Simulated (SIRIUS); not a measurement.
Crystal: TaN.

```
Ta N
1.0
     0.00000    2.21132    2.21132
     2.21132    0.00000    2.21132
     2.21132    2.21132    0.00000
Ta N
1 1
Cartesian
  2.2113 2.2113 2.2113
  0.0000 0.0000 0.0000
```

The cell comes from a database or a generator and needn't be the stable form of this composition.

- Program: SIRIUS 7.12.0
- Task: single point
- Functional: PBEsol
- Potentials or basis: PseudoDojo 0.4.1 PBEsol standard (scalar relativistic)
- Cutoff: 1152 eV
- Density cutoff: 4606 eV
- k mesh: 10 × 10 × 10
- Occupations: fermi-dirac, width 0.05 eV
- Spin: no spin polarisation

On this cell: pressure -11.1 GPa; largest force zero by symmetry; band gap on the k mesh none (metal or under the smearing width).

The same run follows on a disturbed copy (atoms moved at random, drawn with an rms of 0.05 Å):

```
Ta N
1.0
     0.00000    2.21132    2.21132
     2.21132    0.00000    2.21132
     2.21132    2.21132    0.00000
Ta N
1 1
Direct
  0.51353 0.48421 0.52898
  0.98710 0.98530 0.01570
```

Task: What changes?

Result: The energy (extrapolated to zero smearing) moves by +19.3 meV/atom; pressure -9.3 GPa; largest force 0.770 eV/Å; band gap on the k mesh none (metal or under the smearing width).

Forces on the atoms (eV/Å):
```
Ta  -0.191 -0.625 -0.407
N    0.191  0.625  0.407
```

Stress tensor (GPa, compression positive):
```
-10.46  -0.16  -0.06
 -0.16  -7.99  -0.26
 -0.06  -0.26  -9.58
```
